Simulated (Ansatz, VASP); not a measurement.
# One calculation of Mg, two programs

```
Mg
1.0
     3.14653    0.00000    0.00000
    -1.57327    2.72498    0.00000
     0.00000    0.00000    5.03875
Mg
2
Direct
  0.33333 0.66667 0.25000
  0.66667 0.33333 0.75000
```

The cell was built by a generator and needn't be a form met in nature.

Alike in both runs: functional LDA; k mesh 15 × 15 × 8; occupations gaussian, width 0.1 eV; no spin polarisation.

Ansatz relaxed the structure, and its values are those at the end. VASP's run is a single point on that final structure, the one shown.

```csv
,VASP,Ansatz
version,VASP 6.6.1,Ansatz 0.2.0
potentials or method,"VASP PAW LDA potentials, release 64 (Mg)","scalar-relativistic, plane waves, PAW"
plane-wave cutoff (eV),520,420
valence electrons in the cell,4,20
```

```tsv
	VASP	Ansatz	Ansatz less VASP
gap on the k mesh at the Fermi level (eV)	none	none	-
pressure (GPa)	-0.3	0.0	+0.33
```

A gap of «none» marks a metal or a gap that the smearing closes. The two sets of potentials don't hold the same shells in valence.
